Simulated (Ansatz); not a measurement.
# Molecular dynamics of HW$_{16}$

The input (input.yaml):

```yaml
crystal:
  lattice:
    - [6.32, 0.0, 0.0]
    - [0.0, 6.32, 0.0]
    - [0.0, 0.0, 6.32]
  atoms:
    - { symbol: W, position: [-0.00589566, 0.00771638, 0.00025891] }
    - { symbol: W, position: [0.50033236, 0.00104208, 0.00017488] }
    - { symbol: W, position: [-0.00642913, 0.49172701, 0.0002301] }
    - { symbol: W, position: [-0.00010141, 0.00065984, 0.5001147] }
    - { symbol: W, position: [0.24997779, 0.24991405, 0.25099147] }
    - { symbol: W, position: [0.50016744, 0.49868757, 0.00018252] }
    - { symbol: W, position: [0.50286228, 0.00054683, 0.5004308] }
    - { symbol: W, position: [0.74678956, 0.24962103, 0.25075897] }
    - { symbol: W, position: [-0.00028233, 0.49903042, 0.5000939] }
    - { symbol: W, position: [0.25629715, 0.7498122, 0.25864001] }
    - { symbol: W, position: [0.24975438, 0.24989244, 0.74936738] }
    - { symbol: W, position: [0.50307955, 0.49908555, 0.50043841] }
    - { symbol: W, position: [0.74950761, 0.74982835, 0.25129377] }
    - { symbol: W, position: [0.74705663, 0.24962807, 0.74966241] }
    - { symbol: W, position: [0.25569806, 0.74978446, 0.74198887] }
    - { symbol: W, position: [0.74936018, 0.7498372, 0.7490243] }
    - { symbol: H, position: [0.12495144, 0.74954251, 0.0006455] }
basis:
  ecutwfc: 420.0
kpoints:
  mp_grid: { grid: [2, 2, 2] }
hamiltonian:
  xc: pbe
scf:
  occupations: { method: fermi_dirac, width: 0.05 }
  lower_state_search: "off"
md:
  timestep: 0.75
  n_steps: 280
  ensemble: nvt_langevin
  temperature: 1200.0
  initial_velocities: maxwell_boltzmann
  seed: 404538
  friction: 0.01
```

Run as:

```bash
$ ansatz run input.yaml --threads 2 --pin off --max-ram 5120MiB --backend cpu --events-out ev --progress --plain --runs-dir out
```

It starts from a partly relaxed structure (largest force component 0.08 eV/Å).

Output, in part (step lines):

```
md step     0: t =     0.00 fs  T =  1129.4 K  F+E_penalty+E_count = -166172.33039877 eV  E_kin = 2.481792 eV  (7 SCF iters)
md step     1: t =     0.75 fs  T =  1132.5 K  F+E_penalty+E_count = -166172.32042400 eV  E_kin = 2.488549 eV  (6 SCF iters)
md step     2: t =     1.50 fs  T =  1066.0 K  F+E_penalty+E_count = -166172.29186233 eV  E_kin = 2.342548 eV  (6 SCF iters)
md step     3: t =     2.25 fs  T =  1083.5 K  F+E_penalty+E_count = -166172.24715982 eV  E_kin = 2.380889 eV  (6 SCF iters)
md step     4: t =     3.00 fs  T =  1097.5 K  F+E_penalty+E_count = -166172.19928151 eV  E_kin = 2.411603 eV  (6 SCF iters)
md step     5: t =     3.75 fs  T =  1076.9 K  F+E_penalty+E_count = -166172.15295167 eV  E_kin = 2.366454 eV  (4 SCF iters)
md step     6: t =     4.50 fs  T =  1057.5 K  F+E_penalty+E_count = -166172.10453835 eV  E_kin = 2.323723 eV  (4 SCF iters)
md step     7: t =     5.25 fs  T =  1035.2 K  F+E_penalty+E_count = -166172.06170683 eV  E_kin = 2.274686 eV  (4 SCF iters)
[... lines left out ...]
md step   280: t =   210.00 fs  T =   833.3 K  F+E_penalty+E_count = -166170.73622893 eV  E_kin = 1.831010 eV  (6 SCF iters)
```

The steps, from the saved trajectory:

```tsv
time (fs)	T (K)	potential energy less start (eV)
0.0	1129	0.000
6.8	1028	0.307
13.5	1089	0.421
20.2	878	0.876
27.0	733	1.283
33.8	669	1.726
40.5	774	1.706
47.2	596	2.046
54.0	595	2.150
60.8	662	2.241
67.5	706	2.031
74.2	851	2.050
81.0	1011	1.765
87.8	1110	1.690
94.5	941	1.803
101.2	984	1.698
108.0	878	1.846
114.8	999	1.641
121.5	781	1.771
128.2	832	1.688
135.0	860	1.587
141.8	962	1.581
148.5	1052	1.411
155.2	1093	1.653
162.0	1021	1.650
168.8	1061	1.502
175.5	874	1.579
182.2	757	1.599
189.0	784	1.717
195.8	716	1.608
202.5	751	1.593
209.2	806	1.570
```

All steps were run. The mean temperature of the second half is 26 % below the set value. A run of 0.21 ps of so small a system gives no equilibrium averages. Limits of this set-up: coarse k mesh, odd electron count without spin.

Mean squared displacements from the first frame to the last, about the centre of mass: W 0.01 Å², H 1.59 Å².

Last frame:

```xyz
17
Lattice="6.3200 0.0000 0.0000 0.0000 6.3200 0.0000 0.0000 0.0000 6.3200" Properties=species:S:1:pos:R:3
W -0.059 -0.057 -0.241
W 3.106 -0.115 -0.078
W -0.090 3.000 0.069
W 0.028 -0.166 3.073
W 1.492 1.475 1.520
W 3.041 3.118 0.002
W 3.109 -0.129 3.062
W 4.642 1.355 1.567
W -0.028 3.099 3.117
W 1.472 4.641 1.550
W 1.506 1.533 4.720
W 3.068 3.029 3.118
W 4.719 4.487 1.462
W 4.679 1.427 4.664
W 1.573 4.688 4.745
W 4.492 4.620 4.481
H -0.131 4.349 -0.960
```

The run took 11 min on 2 threads of AMD EPYC 9R45 96-Core Processor (Zen 5) (shared host), peak memory 0.95 GiB.
